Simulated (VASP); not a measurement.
# GaS (P6_3/mmc) in VASP: further runs

Runs on GaS. Level: rev-vdW-DF2. Tasks: relaxation of cell and atoms.

Everything below comes from runs of VASP 6.6.1. Logs are shortened: lines on timing, memory, paths and dates and some standing lists are left out, and cuts for length are marked.

### 1 Starting point

It takes space group P6_3/mmc (No. 194, hexagonal). The conventional cell has a = 3.585 Å, b = 3.585 Å, c = 15.500 Å, α = 90.00°, β = 90.00°, γ = 120.00°. Ga (site symmetry 3m) has 3 S at 2.34 Å and 1 Ga at 2.48 Å as nearest neighbours. S (site symmetry 3m) is surrounded by 3 Ga at 2.34 Å.

### 2 Relaxation of cell and atoms, rev-vdW-DF2

INCAR reads:

```
SYSTEM = GaS
PREC = Accurate
ENCUT = 600
EDIFF = 1E-6
ISMEAR = 0
SIGMA = 0.03
LREAL = .False.
LASPH = .True.
NELM = 80
ALGO = Normal
ISIF = 3
LWAVE = .False.
LCHARG = .False.
GGA = MK
LUSE_VDW = .True.
AGGAC = 0.0
PARAM1 = 0.1234
PARAM2 = 0.711357
ZAB_VDW = -1.8867
IBRION = 2
NSW = 90
EDIFFG = -0.01
KPAR = 2
```

KPOINTS reads:

```
Automatic mesh
0
Gamma
  9 9 2
  0 0 0
```

POSCAR reads:

```
GaS
1.0
    3.5850000000      0.0000000000      0.0000000000
   -1.7925000000      3.1047010726      0.0000000000
    0.0000000000      0.0000000000     15.5000000000
Ga S
4 4
Direct
    0.3333333333      0.6666666667      0.1700000000
    0.6666666667      0.3333333333      0.6700000000
    0.3333333333      0.6666666667      0.3300000000
    0.6666666667      0.3333333333      0.8300000000
    0.3333333333      0.6666666667      0.6000000000
    0.6666666667      0.3333333333      0.1000000000
    0.3333333333      0.6666666667      0.9000000000
    0.6666666667      0.3333333333      0.4000000000
```

Potentials or basis: VASP PAW PBE potentials, release 64 (Ga_d, S).

Run with:

```
$ cat potpaw_PBE.64/Ga_d/POTCAR potpaw_PBE.64/S/POTCAR > POTCAR
$ mpirun -np 2 vasp_std > vasp.out
```

OUTCAR:

```text
SYSTEM = GaS
   PREC = Accurate
   ENCUT = 600
   EDIFF = 1E-6
   ISMEAR = 0
   LREAL = .False.
   LASPH = .True.
   NELM = 80
   ISIF = 3
   GGA = MK
   IBRION = 2
   NSW = 90
   EDIFFG = -0.01

 ion  position               nearest neighbor table
   1  0.333  0.667  0.170-   6 2.34   6 2.34   6 2.34   3 2.48
   2  0.667  0.333  0.670-   5 2.34   5 2.34   5 2.34   4 2.48
   3  0.333  0.667  0.330-   8 2.34   8 2.34   8 2.34   1 2.48
   4  0.667  0.333  0.830-   7 2.34   7 2.34   7 2.34   2 2.48
   5  0.333  0.667  0.600-   2 2.34   2 2.34   2 2.34
   6  0.667  0.333  0.100-   1 2.34   1 2.34   1 2.34
   7  0.333  0.667  0.900-   4 2.34   4 2.34   4 2.34
   8  0.667  0.333  0.400-   3 2.34   3 2.34   3 2.34

  LATTYP: Found a hexagonal cell.
 ALAT       =     3.5850000000
 C/A-ratio  =     4.3235704324

  Lattice vectors:

 A1 = (   3.5850000000,   0.0000000000,   0.0000000000)
 A2 = (  -1.7925000000,   3.1047010726,   0.0000000000)
 A3 = (   0.0000000000,   0.0000000000,  15.5000000000)

Analysis of symmetry for initial positions (statically):
=====================================================================
 Subroutine PRICEL returns:
 Original cell was already a primitive cell.

 Routine SETGRP: Setting up the symmetry group for a
 hexagonal supercell.

 Subroutine GETGRP returns: Found 24 space group operations
 (whereof 12 operations were pure point group operations)
 out of a pool of 24 trial point group operations.

The static configuration has the point symmetry D_3d.
 The point group associated with its full space group is D_6h.

Analysis of symmetry for dynamics (positions and initial velocities):
=====================================================================
 Subroutine PRICEL returns:
 Original cell was already a primitive cell.

 Routine SETGRP: Setting up the symmetry group for a
 hexagonal supercell.

 Subroutine GETGRP returns: Found 24 space group operations
 (whereof 12 operations were pure point group operations)
 out of a pool of 24 trial point group operations.

The dynamic configuration has the point symmetry D_3d.
 The point group associated with its full space group is D_6h.

 Subroutine INISYM returns: Found 24 space group operations
 (whereof 12 operations are pure point group operations),
 and found     1 'primitive' translations

----------------------------------------------------------------------------------------

                                     Primitive cell

  volume of cell :     172.5205

  direct lattice vectors                    reciprocal lattice vectors
     3.585000000  0.000000000  0.000000000     0.278940028  0.161046100  0.000000000
    -1.792500000  3.104701073  0.000000000     0.000000000  0.322092200  0.000000000
     0.000000000  0.000000000 15.500000000     0.000000000  0.000000000  0.064516129

  length of vectors
     3.585000000  3.585000000 15.500000000     0.322092200  0.322092200  0.064516129

  position of ions in fractional coordinates (direct lattice)
     0.333333333  0.666666667  0.170000000
     0.666666667  0.333333333  0.670000000
     0.333333333  0.666666667  0.330000000
     0.666666667  0.333333333  0.830000000
     0.333333333  0.666666667  0.600000000
     0.666666667  0.333333333  0.100000000
     0.333333333  0.666666667  0.900000000
     0.666666667  0.333333333  0.400000000

  ion indices of the primitive-cell ions
   primitive index   ion index
                 1           1
                 2           2
                 3           3
                 4           4
                 5           5
                 6           6
                 7           7
                 8           8

----------------------------------------------------------------------------------------

 KPOINTS: Automatic mesh

Automatic generation of k-mesh.
 Grid dimensions read from file:
 generate k-points for:    9    9    2

 Generating k-lattice:

  Cartesian coordinates                     Fractional coordinates (reciprocal lattice)
     0.030993336  0.017894011  0.000000000     0.111111111 -0.000000000  0.000000000
     0.000000000  0.035788022  0.000000000     0.000000000  0.111111111  0.000000000
     0.000000000  0.000000000  0.032258065     0.000000000  0.000000000  0.500000000

  Length of vectors
     0.035788022  0.035788022  0.032258065

  Shift w.r.t. Gamma in fractional coordinates (k-lattice)
     0.000000000  0.000000000  0.000000000

 Subroutine IBZKPT returns following result:
 ===========================================

 Found     24 irreducible k-points:

 Following reciprocal coordinates:
            Coordinates               Weight
  0.000000  0.000000  0.000000      1.000000
  0.111111  0.000000  0.000000      6.000000
  0.222222  0.000000  0.000000      6.000000
  0.333333 -0.000000  0.000000      6.000000
  0.444444  0.000000  0.000000      6.000000
  0.111111  0.111111  0.000000      6.000000
[... 16 lines left out ...]
  0.333333  0.222222  0.500000     12.000000
  0.333333  0.333333  0.500000      2.000000
   k-points           NKPTS =     24   k-points in BZ     NKDIM =     24   number of bands    NBANDS=     45
   number of dos      NEDOS =    301   number of ions     NIONS =      8
   total plane-waves  NPLWV = 113400
   dimension x,y,z NGX =    30 NGY =   30 NGZ =  126
   dimension x,y,z NGXF=    60 NGYF=   60 NGZF=  252
   ions per type =               4   4
   NGX,Y,Z   is equivalent  to a cutoff of  13.91, 13.91, 13.51 a.u.
   NGXF,Y,Z  is equivalent  to a cutoff of  27.82, 27.82, 27.03 a.u.
 SYSTEM =  GaS
   PREC   = accura    normal or accurate (medium, high low for compatibility)
   ISTART =      0    job   : 0-new  1-cont  2-samecut
   ICHARG =      2    charge: 1-file 2-atom 10-const
   ISPIN  =      1    spin polarized calculation?
   LNONCOLLINEAR =      F non collinear calculations
   LSORBIT =      F    spin-orbit coupling
   LASPH  =      T    aspherical Exc in radial PAW
   ENCUT  =  600.0 eV  44.10 Ry    6.64 a.u.   7.16  7.16 30.96*2*pi/ulx,y,z
   NELM   =     80;   NELMIN=  2; NELMDL= -5     # of ELM steps
   EDIFF  = 0.1E-05   stopping-criterion for ELM
   LREAL  =      F    real-space projection
   EDIFFG = -.1E-01   stopping-criterion for IOM
   NSW    =     90    number of steps for IOM
   IBRION =      2    ionic relax: 0-MD 1-quasi-New 2-CG
   NFREE  =      1    steps in history (QN), initial steepest desc. (CG)
   ISIF   =      3    stress and relaxation
   ISYM   =      2    0-nonsym 1-usesym 2-fastsym
   POTIM  = 0.5000    time-step for ionic-motion
   TEBEG  =    0.0;   TEEND  =   0.0 temperature during run
   PSTRESS=    0.0 pullay stress
   NELECT =      76.0000    total number of electrons
   NUPDOWN=      -1.0000    fix difference up-down
   EMIN   =  10.00;   EMAX   =-10.00  energy-range for DOS
   EFERMI =   0.00;   METHOD = LEGACY
   ISMEAR =     0;   SIGMA  =   0.03  broadening in eV -4-tet -1-fermi 0-gaus
   EFERMI_NEDOS =   21; number of points for ismear=-14 and -15
   IALGO  =     38    algorithm
   IMIX   =      4    mixing-type and parameters
     AMIX     =   0.40;   BMIX     =  1.00
     AMIX_MAG =   1.60;   BMIX_MAG =  1.00
  volume/ion in A,a.u.               =      21.57       145.53
  Fermi-wavevector in a.u.,A,eV,Ry     =   1.245659  2.353954 21.111700  1.551666
  Thomas-Fermi vector in A             =   2.379871
   LORBIT       =      0    0 simple, 1 ext, 2 COOP (PROOUT), +10 PAW based schemes
   GGA     = MK    functional components
   LHFCALC =     F    Hartree Fock is set to
   AEXX    =    0.0000 exact exchange contribution
   IVDW_NL    =     1    kernel type
   BPARAM     = 6.3000
   IVDW    =     0    specifies the selected vdW correction
   LEPSILON=     F    determine dielectric tensor
   LRPA    =     F    only Hartree local field effects (RPA)
 conjugate gradient relaxation of ions
 non-spin polarized calculation
 Gauss-broadening in eV      SIGMA  =   0.03
  energy-cutoff  :      600.00
  volume of cell :      172.52
 maximum number of plane-waves:      5823
 NGX is ok and might be reduce to    30
   NGX = 15   NGY = 15   NGZ = 61

--------------------------------------- Ionic step        1  -------------------------------------------

 number of electron      75.9999986 magnetization

 Free energy of the ion-electron system (eV)
  ---------------------------------------------------
  ext. energy  EPLUGINS =         0.00000000
  ---------------------------------------------------
  free energy    TOTEN  =       -16.09939016 eV

  energy without entropy =      -16.09939016  energy(sigma->0) =      -16.09939016

------------------------ aborting loop because EDIFF is reached ----------------------------------------

  FORCE on cell =-STRESS in cart. coord.  units (eV):
  Direction    XX          YY          ZZ          XY          YZ          ZX
  --------------------------------------------------------------------------------------
  -------------------------------------------------------------------------------------
  Total        1.1721537      1.1721537     -0.1693569      0.0000000      0.0000000      0.0000000
  in kB       10.8856530     10.8856530     -1.5727975      0.0000000      0.0000000      0.0000000
  external PRESSURE =       6.7328362 kB  Pullay stress =       0.0000000 kB
[... 111 lines left out ...]
  FREE ENERGIE OF THE ION-ELECTRON SYSTEM (eV)
  ---------------------------------------------------
  free  energy   TOTEN  =       -16.1102637323 eV

  energy  without entropy=      -16.1102637323  energy(sigma->0) =      -16.11026373

Total vdW correction in eV:     13.6684314

[... ionic steps 4 to 15 ...]

--------------------------------------- Ionic step       16  -------------------------------------------

 number of electron      75.9999968 magnetization

------------------------ aborting loop because EDIFF is reached ----------------------------------------

  FORCE on cell =-STRESS in cart. coord.  units (eV):
  Direction    XX          YY          ZZ          XY          YZ          ZX
  --------------------------------------------------------------------------------------
  -------------------------------------------------------------------------------------
  Total        0.0034124      0.0034124      0.0971339      0.0000000     -0.0000000      0.0000000
  in kB        0.0312572      0.0312572      0.8897421      0.0000000     -0.0000000      0.0000000
  external PRESSURE =       0.3174188 kB  Pullay stress =       0.0000000 kB
[... 73 lines left out ...]
Total vdW correction in eV:     13.6894301

--------------------------------------- Ionic step       18  -------------------------------------------

 number of electron      75.9999966 magnetization

 Free energy of the ion-electron system (eV)
  ---------------------------------------------------
  ext. energy  EPLUGINS =         0.00000000
  ---------------------------------------------------
  free energy    TOTEN  =       -16.11201263 eV

  energy without entropy =      -16.11201263  energy(sigma->0) =      -16.11201263

 E-fermi :   3.8485     XC(G=0):  -9.5685

 val. band max:        3.6961346104   @ k =   0.0000   0.0000   0.0000
 cond. band min:       5.2274745978   @ k =   0.0000   0.0000   0.0000
 fundamental gap:      1.5313399875
 Fermi energy:         3.8484644615

 k-point     1 :       0.0000    0.0000    0.0000
  band No.  band energies     occupation
      1     -11.3158      2.00000
      2     -11.3144      2.00000
      3     -11.1916      2.00000
      4     -11.1916      2.00000
      5     -11.1914      2.00000
      6     -11.1914      2.00000
[... 1176 lines left out ...]
  FREE ENERGIE OF THE ION-ELECTRON SYSTEM (eV)
  ---------------------------------------------------
  free  energy   TOTEN  =       -16.1120126335 eV

  energy  without entropy=      -16.1120126335  energy(sigma->0) =      -16.11201263

Total vdW correction in eV:     13.6899189

 reached required accuracy - stopping structural energy minimisation
```

Wall time 47 min (2 MPI ranks of Intel Xeon 6975P-C (Granite Rapids), shared host); peak memory 0.97 GiB.

What came out:

| Property | Result |
| --- | --- |
| Free energy | -16.1120 eV |
| Relaxed volume | 21.86 Å³/atom |
| Relaxed cell | a = 3.603 Å, b = 3.603 Å, c = 15.553 Å, α = 90.00°, β = 90.00°, γ = 120.00° |
| Space group after relaxing (to 0.05 Å) | P6_3/mmc (No. 194) |
| Energy gained by relaxing | 1.6 meV/atom |
| Ionic steps | 18 |
| Pressure after relaxing | 0.0 GPa |
| Largest force after relaxing | 0.010 eV/Å |
| Band gap on the k mesh | 1.53 eV, direct |

Forces in eV/Å, atoms in the order of the input:
```
Ga   0.000  0.000 -0.010
Ga   0.000  0.000 -0.010
Ga   0.000  0.000  0.010
Ga   0.000  0.000  0.010
S    0.000  0.000 -0.003
S    0.000  0.000 -0.003
S    0.000  0.000  0.003
S    0.000  0.000  0.003
```

Step by step:
```tsv
step	energy change (eV)	largest force (eV/Å)	pressure (GPa)	volume (Å³)
1	0.0000	0.2881	0.67	172.52
2	-0.0070	0.1441	-0.48	174.79
3	-0.0109	0.0531	-0.03	173.94
4	-0.0109	0.0577	-0.11	173.98
5	-0.0115	0.0346	0.03	173.75
6	-0.0115	0.0297	0.04	173.70
7	-0.0115	0.0200	0.10	173.60
8	-0.0115	0.0278	0.05	173.68
9	-0.0117	0.0141	0.05	173.80
10	-0.0118	0.0239	0.04	173.87
11	-0.0118	0.0291	0.07	173.89
12	-0.0120	0.0228	0.01	174.10
13	-0.0121	0.0178	-0.10	174.51
14	-0.0122	0.0153	-0.08	174.55
15	-0.0125	0.0086	-0.09	174.67
16	-0.0126	0.0118	0.03	174.91
17	-0.0126	0.0076	0.03	174.85
18	-0.0126	0.0098	0.01	174.88
```

Final structure:
```
Ga S
1.0
     3.60328    0.00000    0.00000
    -1.80164    3.12053    0.00000
     0.00000    0.00000   15.55257
Ga S
4 4
Direct
  0.33333 0.66667 0.17119
  0.66667 0.33333 0.67119
  0.33333 0.66667 0.32881
  0.66667 0.33333 0.82881
  0.33333 0.66667 0.60107
  0.66667 0.33333 0.10107
  0.33333 0.66667 0.89893
  0.66667 0.33333 0.39893
```

Levels at points of the mesh, in eV from the valence-band top:
| k point | band 36 | band 37 | band 38 | band 39 | band 40 | band 41 |
| --- | --- | --- | --- | --- | --- | --- |
| (0.00, 0.00, 0.00) | -1.38 | -1.38 | 0.00 | 1.53 | 2.26 | 2.80 |
| (0.00, 0.00, 0.50) | -1.41 | -0.73 | -0.73 | 1.99 | 1.99 | 2.88 |

Caveat: the PAW data sets were made with another functional, which shifts forces and pressure a little; an odd mesh through Γ misses points on the zone boundary, where band edges often lie.

### 3 Relaxation of cell and atoms, rev-vdW-DF2

This run uses another cell than the first one, of 21.86 Å³/atom, 1.014 times its volume.

INCAR: that of step 2 with these lines changed.

```diff
@@ -3,3 +3,3 @@
 ENCUT = 600
-EDIFF = 1E-6
+EDIFF = 1E-7
 ISMEAR = 0
@@ -21,3 +21,3 @@
 NSW = 90
-EDIFFG = -0.01
+EDIFFG = -0.005
 KPAR = 2
```

KPOINTS is that of step 2.

POSCAR reads:

```
GaS                                     
1.0
    3.6032792212      0.0000000000      0.0000000000
   -1.8016396106      3.1205313426     -0.0000000000
   -0.0000000000      0.0000000000     15.5525680771
  Ga              S             
     4     4
Direct
     0.3333333332999970    0.6666666667000030    0.1711916728663673
     0.6666666667000030    0.3333333332999970    0.6711916728663672
     0.3333333332999970    0.6666666667000030    0.3288083271336328
     0.6666666667000030    0.3333333332999970    0.8288083271336328
     0.3333333332999970    0.6666666667000030    0.6010718203387566
     0.6666666667000030    0.3333333332999970    0.1010718203387565
     0.3333333332999970    0.6666666667000030    0.8989281796612434
     0.6666666667000030    0.3333333332999970    0.3989281796612434
```

Potentials or basis: VASP PAW PBE potentials, release 64 (Ga_d, S).

Run with:

```
$ cat potpaw_PBE.64/Ga_d/POTCAR potpaw_PBE.64/S/POTCAR > POTCAR
$ mpirun -np 2 vasp_std > vasp.out
```

It took 7.9 min on 2 MPI ranks of Intel Xeon 6975P-C (Granite Rapids), shared host; peak memory 0.97 GiB.

It converged, with:

```yaml
Free_energy: -16.1126 eV
Energy_gained_by_relaxing: 0.0 meV/atom
Ionic_steps: 2
Pressure_after_relaxing: 0.0 GPa
Largest_force_after_relaxing: 0.004 eV/Å
Band_gap_on_the_k_mesh: 1.53 eV, direct
```

Forces in eV/Å, atoms in the order of the input:
```
Ga   0.000  0.000  0.004
Ga   0.000  0.000  0.004
Ga   0.000  0.000 -0.004
Ga   0.000  0.000 -0.004
S    0.000  0.000 -0.004
S    0.000  0.000 -0.004
S    0.000  0.000  0.004
S    0.000  0.000  0.004
```

Final structure:
```cif
data_structure
_symmetry_space_group_name_H-M 'P 1'
_symmetry_Int_Tables_number 1
_cell_length_a 3.6027
_cell_length_b 3.6027
_cell_length_c 15.5585
_cell_angle_alpha 90.000
_cell_angle_beta 90.000
_cell_angle_gamma 120.000
_cell_volume 174.89
loop_
_atom_site_label
_atom_site_type_symbol
_atom_site_fract_x
_atom_site_fract_y
_atom_site_fract_z
_atom_site_occupancy
Ga1 Ga 0.33333 0.66667 0.17116 1
Ga2 Ga 0.66667 0.33333 0.67116 1
Ga3 Ga 0.33333 0.66667 0.32884 1
Ga4 Ga 0.66667 0.33333 0.82884 1
S1 S 0.33333 0.66667 0.60106 1
S2 S 0.66667 0.33333 0.10106 1
S3 S 0.33333 0.66667 0.89894 1
S4 S 0.66667 0.33333 0.39894 1
```

Levels at points of the mesh, in eV from the valence-band top:
```csv
k point,band 34,band 35,band 36,band 37,band 38,band 39,band 40,band 41,band 42,band 43
"(0.00, 0.00, 0.00)",-1.47,-1.44,-1.37,-1.37,0.00,1.53,2.26,2.81,2.99,4.58
"(0.00, 0.00, 0.50)",-1.40,-1.40,-1.40,-0.73,-0.73,1.99,1.99,2.89,2.89,4.63
```

Caveat: the PAW data sets were made with another functional, which shifts forces and pressure a little; an odd mesh through Γ misses points on the zone boundary, where band edges often lie.
